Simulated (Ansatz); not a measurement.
HgTe (Coloradoite) under changes of volume

One of the cells (33.215 Å³/atom); the others are scaled copies at fixed shape and fractional positions:

```
CELL_PARAMETERS angstrom
0.00000 3.21450 3.21450
3.21450 0.00000 3.21450
3.21450 3.21450 0.00000
ATOMIC_POSITIONS crystal
Hg 0.00000 0.00000 0.00000
Te 0.75000 0.75000 0.75000
```

| Property | Result |
| --- | --- |
| Program | Ansatz 0.2.0 |
| Functional | PBE |
| Potentials or basis | SPMS NC |
| Cutoff | 680 eV (not typed: the program's choice for these potentials) |
| k mesh | 7 × 7 × 7 |
| Occupations | fermi-dirac, width 0.05 eV |
| Spin | no spin polarisation |

```csv
volume (Å³/atom),energy over the lowest point (meV/atom),pressure (GPa)
31.223,118.44,8.6
31.887,85.91,7.1
32.551,?,?
33.215,37.90,4.6
33.880,21.22,3.5
34.544,8.72,2.5
35.208,0.00,1.7
```

What does the run at 32.551 Å³/atom give?

Energy over the lowest point 59.27 meV/atom; pressure 5.8 GPa.

Worked out: A Birch-Murnaghan fit of order 3 (a polynomial in V^(-2/3)) to the other rows has no minimum within the range. It gives 59.28 meV/atom at 32.551 Å³/atom, against the run's 59.27, and -dE/dV = 5.8 GPa, against 5.8.

Energies are extrapolated to zero smearing.
